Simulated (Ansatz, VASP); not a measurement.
# Cross-check of Cu (Cu strained to the junction's net) between VASP and Ansatz

Wanted: the spread between two codes on one cell, functional and k mesh. The structure shown is the end of the Ansatz relaxation below.

Program: Ansatz 0.2.0. Level of theory: plane waves, with VASP 6.6.1 beside it; single point at PBE. Results are calculated unless marked as measured.

**1. The structure**

The structure is trigonal, space group R-3m (No. 166). The conventional cell has a = 2.660 Å, b = 2.660 Å, c = 6.124 Å, α = 90.00°, β = 90.00°, γ = 120.00°. Nearest to Cu lie 12 Cu at 2.55 to 2.66 Å.

**2. Ansatz: relaxation, PBE**

Ansatz runs on its default PAW (the set named soft_2) files.

This run makes the geometry at which the two programs are then compared.

input.yaml

```yaml
crystal:
  lattice:
    - [2.66, 0.0, 0.0]
    - [-1.33, 2.3036275741, 0.0]
    - [0.0, 0.0, 6.1275356324]
  atoms:
    - { symbol: Cu, position: [0.0, 0.0, 0.0] }
    - { symbol: Cu, position: [0.3333333333, 0.6666666667, 0.3333333333] }
    - { symbol: Cu, position: [0.6666666667, 0.3333333333, 0.6666666667] }
kpoints:
  mp_grid: { grid: [18, 18, 5] }
scf:
  occupations: { method: fermi_dirac, width: 0.1 }
  max_iter: 150
hamiltonian:
  xc: pbe
relax:
  f_tol: 0.01
  max_steps: 40
  cell: { fix: [a, b, angles] }
```

The run is started by

```sh
$ ansatz run input.yaml --threads 4 --pin off --max-ram 16384MiB --backend cpu --events-out ev --progress --plain --runs-dir out
```

Numbers of over 12 decimals in the logs are rounded to 6 here.

Output:

```text
Engine: ansatz 0.2.0, aarch64-unknown-linux-gnu
Pseudopotentials: kind: paw
Pseudopotential: Cu, paw, valence charge 19, recommended cutoff 420 eV (normal), Cu.paw.azcp
Functional definition: PBE
  parameter kappa = 0.804
  parameter beta = 0.066725
  exchange = pbe_x(kappa = kappa, mu = beta*pi^2/3)
  correlation = pbe_c(beta = beta)
Crystal: 3 atoms, lattice volume = 37.547 Å³
Basis set: ecut = 420 eV, 747 PW (Γ), exchange–correlation on 36×36×90 points (8 copies of the dense FFT grid, shifted against one another)
Bands: 35, of which v1, the nominal top of the filled ones, is band 29 counted from 1 (28 counted from 0)
Symmetry: 36 space group operations
Space group: R-3m (ITA 166), of the structure as read, at distance tolerance 3.3e-5 Å
k-points: 165 of 1620
Non-local potential: Cu, projectors of the file, l = 0: 3, l = 1: 2, l = 2: 3, l = 3: 1
PAW form: soft (Blöchl's): semilocal exchange-correlation on the pseudo side does not see the compensation charge
PAW one-centre angular grid: Cu, 590 points (default); XC on 64 Gauss nodes
Initial density: superposition of atomic densities (neutral atoms: chi_scale 0, normalization atom), corrected by the library's trained network
Initial wavefunctions: pseudopotential atomic-orbital guess
Functional: x = pbe(κ = 0.804, μ = 0.219515), c = pbe(β = 0.066725)
SCF iter   1: F=—  HF=-19875.470413 eV  |F-HF|=—  |Δ(HF+E_count)|=         —  Δρ=7.31e-4  dr2=4.80e-5  ethr=1.77e-3  ⟨swp⟩=5.0  Hψ=18827  notcnv=0  defer=58
preconditioner: auto → Kerker (q_TF=auto, 2.925 Å⁻¹)  [metal: Δε(μ)=0.038 eV  Ē_g=10.719 eV  σ=0.100 eV  W_gap=0.10  n_scr=22 (ndim 8)  ℏωp=34.8 eV  f_vac=0.000  D(μ)=0.85/eV (n_scr^D=2)]
SCF iter   2: F=—  HF=-19875.470735 eV  |F-HF|=—  |Δ(HF+E_count)|=   3.22e-4  Δρ=4.15e-4  dr2=1.69e-5  ethr=8.43e-8  ⟨swp⟩=3.0  Hψ=15096  notcnv=0  defer=61
SCF iter   3: F=—  HF=-19875.470768 eV  |F-HF|=—  |Δ(HF+E_count)|=   3.30e-5  Δρ=2.29e-4  dr2=4.88e-6  ethr=2.97e-8  ⟨swp⟩=2.0  Hψ=8052  notcnv=0  defer=61
SCF iter   4: F=—  HF=-19875.470783 eV  |F-HF|=—  |Δ(HF+E_count)|=   1.53e-5  Δρ=4.36e-5  dr2=3.19e-7  ethr=8.56e-9  ⟨swp⟩=2.0  Hψ=8004  notcnv=0  defer=61
iter 5 did not close the SCF: its close was put off for the readings that it lacked (scf_convergence_deferred on its scf_iter line)
SCF iter   5: F=-19875.470784 eV  HF=-19875.470784 eV  |F-HF|=4.91e-10  |Δ(HF+E_count)|=   3.71e-7  Δρ=1.05e-5  dr2=3.32e-8  ethr=5.60e-10  ⟨swp⟩=2.0  Hψ=7654  notcnv=0  defer=61
SCF iter   6: F=-19875.470784 eV  HF=-19875.470784 eV  |F-HF|=3.31e-10  |Δ(HF+E_count)|=  5.82e-11  Δρ=1.74e-6  dr2=8.53e-10  ethr=5.82e-11  ⟨swp⟩=2.3  Hψ=17618  notcnv=0
SCF 1 converged in 6 iterations: F = -19875.470784 eV  dr2 = 8.53e-10
  greatest PAW one-centre occupation: 1.000 electrons in one spin orbital (limit 2), on the Cu atom at site 2 (counted from 0), in its partial waves of l = 0
relax step   1: F+E_penalty+E_count = -19875.47078352 eV  Δ(F+E_penalty+E_count) = +0.000e0 eV  max|allowed force component| = 5.161e-27 eV/Å  Δτ_max = 0.0000 Å  P = -5.230 GPa  Ω = 37.547 Å³  fix = [a, b, alpha, beta, gamma]  reactions: a -7.782, b -7.782 GPa  (6 SCF iters, dr2 threshold 1.00e-7 eV, accepted)
[...]
relax step   2: F+E_penalty+E_count = -19875.47079557 eV  Δ(F+E_penalty+E_count) = -1.205e-5 eV  max|allowed force component| = 1.282e-27 eV/Å  Δτ_max = 0.0000 Å  P = -5.201 GPa  Ω = 37.539 Å³  energy of the carried Pulay correction = +6.565e-6 eV  fix = [a, b, alpha, beta, gamma]  reactions: a -7.765, b -7.765 GPa  (6 SCF iters, dr2 threshold 4.00e-8 eV, accepted)
[...]
relax step   3: F+E_penalty+E_count = -19875.47080724 eV  Δ(F+E_penalty+E_count) = -1.167e-5 eV  max|allowed force component| = 7.892e-29 eV/Å  Δτ_max = 0.0000 Å  P = -5.160 GPa  Ω = 37.527 Å³  energy of the carried Pulay correction = +1.552e-5 eV  fix = [a, b, alpha, beta, gamma]  reactions: a -7.740, b -7.740 GPa  (6 SCF iters, dr2 threshold 1.33e-8 eV, accepted)
[...]
relax step   4: F+E_penalty+E_count = -19875.47079024 eV  Δ(F+E_penalty+E_count) = +1.701e-5 eV  max|allowed force component| = 4.314e-29 eV/Å  Δτ_max = 0.0000 Å  P = -5.159 GPa  Ω = 37.527 Å³  fix = [a, b, alpha, beta, gamma]  reactions: a -7.740, b -7.740 GPa  stress off target by 1.75e-3 GPa on what of the cell is left free  SCF on the basis re-selected at this cell (its energy is not comparable with the rows above)  (8 SCF iters)
basis re-selected at this cell: Δ(F+E_penalty+E_count) = +1.701e-5 eV, ΔP = +0.001 GPa vs the last step (what re-selecting the basis moved, of the pressure what is left beyond the Pulay correction that the steps carried, after the strain that the cell walked since its last selection, with what the two solves' SCF thresholds leave and, on support functions, any second-order correction that the steps lacked; it is no m [...]
SCF converged after 8 iterations
Free energy (F): -19875.470790 eV
Harris-Foulkes:  -19875.470790 eV  (|F-HF|=3.64e-12)
Internal energy: -19875.441785 eV  (E = F + TS)
E sigma→0 (E₀):  -19875.456288 eV
Entropy (-TS):   -0.029005 eV (-9.668 meV/atom)
Fermi energy:    15.601186 eV
--- Per-component energies (eV) ---
  E_band       = -1138.142397
  E_kinetic    = 897.898657
  E_local      = -12476.353728  (includes V_loc(G=0)·N_el)
  E_nonlocal   = 1171.513510
  E_hartree    = 5486.604895
  E_xc         = -267.291913
  E_vxc        = -344.831209  (∫ρ·V_xc dr)
  E_paw        = -4990.789015  (= ΣΔE_a)
  E_vpaw       = -1359.580232  (= ΣTr[D̂ρ^β])
  E_aug_tail   = 0.000815  (compensation charges beyond the density's cutoff)
  E_ewald      = -9697.025007
  E_smearing   = -0.029005  (= −TS)
  E_closure    = -0.000000  (closes the sum)
  Σ components = -19875.470790   (vs F -19875.470790, Δ=0.00e0)
--- Forces (eV/Å), atoms counted from 1 ---
  atom   1  Cu    -0.00000000    -0.00000000    -0.00000000
  atom   2  Cu     0.00000000     0.00000000    -0.00000000
  atom   3  Cu     0.00000000     0.00000000     0.00000000
  max |Σ_I F_I| component: 2.84e-29 eV/Å
--- Stress (GPa, compression-positive) ---
       -7.739588      -0.000000      -0.000000
       -0.000000      -7.739588       0.000000
       -0.000000       0.000000       0.001747
  P = ⅓ Tr σ = -5.1591 GPa (-51.591 kbar)
--- Relaxed structure (3 steps of the walk, 3 accepted, 1 SCFs on fresh bases) ---
  F+E_penalty+E_count = -19875.47079024 eV   max|allowed force component| = 4.314e-29 eV/Å   (the final SCF, on the basis selected at the relaxed cell)
  cell:  # Å, volume = 37.5266 Å³
    - [2.660000, 0, 0]
    - [-1.330000, 2.303628, 0]
    - [0, 0, 6.124139]
  atoms:
    - { symbol: Cu, position: [0, 0, 0] }
    - { symbol: Cu, position: [0.333333, 0.666667, 0.333333] }
    - { symbol: Cu, position: [0.666667, 0.333333, 0.666667] }
```

Reading the cycles: dr2 is the Hartree energy of the density residual (eV), the measure of convergence; HF is the Harris–Foulkes estimate of the energy, which meets the free energy F at convergence.

**3. VASP: single point, PBE**

The same cell, functional, mesh and smearing now go to VASP, with its own data sets.

Lines of VASP's logs that name or quote its potential files are left out, and so is its time.

INCAR

```
SYSTEM = Cu
PREC = Accurate
ENCUT = 600
EDIFF = 1E-06
NELM = 120
ISMEAR = -1
SIGMA = 0.1
LREAL = .FALSE.
ALGO = Normal
GGA = PE
NBANDS = 22
LASPH = .TRUE.
LORBIT = 11
LWAVE = .FALSE.
LCHARG = .FALSE.
ISIF = 2
GGA_COMPAT = .FALSE.
```

POSCAR

```
Cu
1.0
    2.6600000000      0.0000000000      0.0000000000
   -1.3300000000      2.3036275741      0.0000000000
    0.0000000000      0.0000000000      6.1241386122
Cu
3
Direct
    1.0000000000      1.0000000000      0.0000000000
    0.3333333333      0.6666666667      0.3333333333
    0.6666666667      0.3333333333      0.6666666667
```

KPOINTS

```
Automatic mesh
0
Gamma
18 18 5
0 0 0
```

The projector-augmented-wave data sets are Cu (PBE family, release 64).

The run is started by

```sh
$ mpirun -np 1 vasp_std
```

Output:

```text
[banner, memory and clock lines left out]
running    1 mpi-ranks, on    1 nodes
 distrk:  each k-point on    1 cores,    1 groups
 distr:  one band on    1 cores,    1 groups

 POSCAR found type information on POSCAR Cu
 POSCAR found :  1 types and       3 ions
 LDA part: xc-table for (Slater+PW92), standard interpolation
 POSCAR, INCAR and KPOINTS ok, starting setup
 FFT: planning ... GRIDC
 FFT: planning ... GRID_SOFT
 FFT: planning ... GRID
 WAVECAR not read
 entering main loop
       N       E                     dE             d eps       ncg     rms          rms(c)
DAV:   1     0.235804521519E+03    0.23580E+03   -0.16521E+04  7572   0.290E+03
DAV:   2     0.193569693202E+01   -0.23387E+03   -0.22456E+03  7260   0.384E+02
DAV:   3    -0.135196419637E+02   -0.15455E+02   -0.14160E+02  8246   0.147E+02
DAV:   4    -0.137592387717E+02   -0.23960E+00   -0.23931E+00  8754   0.230E+01
DAV:   5    -0.137620589478E+02   -0.28202E-02   -0.28200E-02  9804   0.219E+00    0.131E+01
DAV:   6    -0.123440881441E+02    0.14180E+01   -0.24718E+01  7758   0.120E+02    0.724E+00
DAV:   7    -0.111651584696E+02    0.11789E+01   -0.47574E+00  8354   0.511E+01    0.742E-01
DAV:   8    -0.111465427635E+02    0.18616E-01   -0.72195E-02  9724   0.419E+00    0.723E-01
DAV:   9    -0.111375764512E+02    0.89663E-02   -0.24385E-02  8826   0.371E+00    0.288E-02
DAV:  10    -0.111376594291E+02   -0.82978E-04   -0.64525E-04  9908   0.366E-01    0.135E-02
DAV:  11    -0.111376565856E+02    0.28436E-05   -0.21488E-05  9416   0.900E-02    0.178E-03
DAV:  12    -0.111376581944E+02   -0.16088E-05   -0.98259E-07  6074   0.143E-02    0.820E-04
DAV:  13    -0.111376584225E+02   -0.22813E-06   -0.11325E-07  4980   0.559E-03
   1 F= -.11137658E+02 E0= -.11123288E+02  d E =-.287399E-01
```

Parts of OUTCAR (step 3):

```text
ion  position               nearest neighbor table
   1  0.000  0.000  0.000-   2 2.55   3 2.55   3 2.55   2 2.55   3 2.55   2 2.55
   2  0.333  0.667  0.333-   1 2.55   1 2.55   1 2.55   3 2.55   3 2.55   3 2.55
   3  0.667  0.333  0.667-   1 2.55   1 2.55   1 2.55   2 2.55   2 2.55   2 2.55

  LATTYP: Found a hexagonal cell.
 ALAT       =     2.6600000000
 C/A-ratio  =     2.3023077489

 Subroutine GETGRP returns: Found 12 space group operations
 (whereof 12 operations were pure point group operations)

The static configuration has the point symmetry D_3d.

 Found    165 irreducible k-points:

   k-points           NKPTS =    165   k-points in BZ     NKDIM =    165   number of bands    NBANDS=     22

   dimension x,y,z NGX =    24 NGY =   24 NGZ =   50
   dimension x,y,z NGXF=    48 NGYF=   48 NGZF=  100

   ENCUT  =  600.0 eV  44.10 Ry    6.64 a.u.   5.31  5.31 12.23*2*pi/ulx,y,z

   NELECT =      33.0000    total number of electrons

 k-points in reciprocal lattice and weights: Automatic mesh
   0.00000000  0.00000000  0.00000000       0.001
   0.05555556  0.00000000  0.00000000       0.004
   0.11111111  0.00000000  0.00000000       0.004
   0.16666667 -0.00000000  0.00000000       0.004
   0.22222222  0.00000000  0.00000000       0.004
   0.27777778  0.00000000  0.00000000       0.004
   0.33333333  0.00000000  0.00000000       0.004
   0.38888889  0.00000000  0.00000000       0.004
   0.44444444  0.00000000  0.00000000       0.004
[...]
-0.27777778 -0.38888889  0.40000000       0.007
   0.33333333  0.33333333  0.40000000       0.002

 average (electrostatic) potential at core
       1 -64.2672       2 -64.2672       3 -64.2672

 E-fermi :   6.9290

 k-point     1 :       0.0000    0.0000    0.0000
  band No.  band energies     occupation
    ...
     14       4.8063      2.00000
     15       5.0387      2.00000
     16       5.0387      2.00000
     17       5.0387      2.00000
     18       5.0387      2.00000
     19      16.4390      0.00000
     20      16.4390      0.00000
     21      27.1471      0.00000
     22      27.1511      0.00000

 k-point     2 :       0.0556    0.0000    0.0000
  band No.  band energies     occupation
    ...
     14       4.8107      2.00000
     15       4.9439      2.00000
     16       5.0977      2.00000
     17       5.1264      2.00000
     18       5.2573      2.00000
     19      16.5077      0.00000
     20      16.5090      0.00000
     21      24.7530      0.00000
     22      25.6404      0.00000

 k-point     3 :       0.1111    0.0000    0.0000
  band No.  band energies     occupation
    ...
     14       4.8264      2.00000
     15       4.8479      2.00000
     16       5.2038      2.00000
     17       5.3465      2.00000
     18       5.6130      2.00000
     19      16.7118      0.00000
     20      16.7210      0.00000
     21      22.1869      0.00000
     22      24.1928      0.00000

  Total       -1.6710467     -1.6710467      0.1392241      0.0000000      0.0000000      0.0000000
  in kB      -71.3444602    -71.3444602      5.9440988      0.0000000      0.0000000      0.0000000
  external PRESSURE =     -45.5816072 kB  Pullay stress =       0.0000000 kB

  energy-cutoff  :      600.00
  volume of cell :       37.53
      direct lattice vectors                 reciprocal lattice vectors
     2.660000000  0.000000000  0.000000000     0.375939850  0.217048973  0.000000000
    -1.330000000  2.303627574  0.000000000     0.000000000  0.434097947  0.000000000
     0.000000000  0.000000000  6.124138612     0.000000000  0.000000000  0.163288270

 POSITION                                       TOTAL-FORCE (eV/Angst)
 -----------------------------------------------------------------------------------
      0.00000      0.00000      0.00000         0.000000     -0.000000     -0.000000
     -0.00000      1.53575      2.04138         0.000000      0.000000      0.000000
      1.33000      0.76788      4.08276        -0.000000     -0.000000     -0.000000
 -----------------------------------------------------------------------------------
    total drift:                               -0.000000      0.000000     -0.000000

  FREE ENERGIE OF THE ION-ELECTRON SYSTEM (eV)
  ---------------------------------------------------
  free  energy   TOTEN  =       -11.1376584225 eV

  energy  without entropy=      -11.1089184850  energy(sigma->0) =      -11.12328845

 total charge
# of ion       s       p       d       tot
------------------------------------------
    1        0.431   0.344   9.170   9.946
    2        0.431   0.344   9.170   9.946
    3        0.431   0.344   9.170   9.946
--------------------------------------------------
tot          1.293   1.032  27.511  29.837

[... 3 further parts left out ...]
```

This run has no spin polarisation. Its electron count is odd, so without a moment it is a metal by construction.

**4. Comparison**

Known differences besides the potentials themselves: the data sets hold 57 valence electrons in Ansatz (on its default PAW (the set named soft_2) files) and 33 in VASP; the cutoff is 420 eV in Ansatz and 600 eV in VASP; Ansatz's pressure holds a Pulay correction, VASP's none. Total energies have different zeros and are not compared.

Both answers:

| quantity | Ansatz | VASP | difference |
| --- | --- | --- | --- |
| pressure (GPa) | -5.16 | -4.56 | -0.60 |

**5. Outcome**

* difference in pressure (single point, PBE): -0.60 GPa

**Reading.** The difference in pressure is -0.60 GPa (single point, PBE), within the 1 GPa picked in this series as the mark of a large difference. The data sets hold unlike numbers of valence electrons (57 in Ansatz and 33 in VASP), so part of the differences comes from the potentials. Such differences can come from data sets, numerical settings and the points named under the comparisons, not from the functional's error against experiment.

[Lines on the potential files, build, host, timing and source positions are cut from VASP's logs without a mark.]

[Logs are printed without paths, hosts, clocks, repeated set-up lines and the standing remarks that a program may print on its own settings, such as how far it seeks lower states.]

[Hosts, paths, dates, database ids (printed as entryN), source tags and the programs' standing remarks are cut or masked in the printed files.]
